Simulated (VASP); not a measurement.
A run of VASP 6.6.1:

File INCAR:

```
SYSTEM = TiSi
PREC = Normal ; ENCUT = 520
EDIFF = 1E-5 ; ISMEAR = 0
SIGMA = 0.15 ; LREAL = Auto
LASPH = .True. ; NELM = 80
ALGO = Fast ; ISIF = 2
LWAVE = .False. ; LCHARG = .False.
GGA = PE
```

The input KPOINTS:

```
Automatic mesh
0
Gamma
  9 9 9
  0 0 0
```

Contents of POSCAR:

```
TiSi
1.0
   -1.7838600000      1.7838600000      9.4049500000
    1.7838600000     -1.7838600000      9.4049500000
    1.7838600000      1.7838600000     -9.4049500000
Ti Si
4 4
Direct
    0.9469170000      0.4469170000      0.5000000000
    0.8030830000      0.8030830000      0.0000000000
    0.5530830000      0.0530830000      0.5000000000
    0.1969170000      0.1969170000      0.0000000000
    0.0829610000      0.5829610000      0.5000000000
    0.6670390000      0.6670390000      0.0000000000
    0.4170390000      0.9170390000      0.5000000000
    0.3329610000      0.3329610000      0.0000000000
```

Potentials or basis: VASP PAW PBE potentials, release 64 (Ti_sv, Si).

Run with:

```bash
$ cat potpaw_PBE.64/Ti_sv/POTCAR potpaw_PBE.64/Si/POTCAR > POTCAR
$ mpirun -np 1 vasp_std > vasp.out
```

Hardware: 1 thread of Intel(R) Xeon(R) Platinum 8259CL CPU @ 2.50GHz (Skylake/Cascade Lake) (shared host).

How long does it take, and how much memory?

Run time: 56 min on 1 thread of Intel(R) Xeon(R) Platinum 8259CL CPU @ 2.50GHz (Skylake/Cascade Lake), on a shared host, peak memory 0.55 GiB. Counts: scf iterations 36, k points 75.
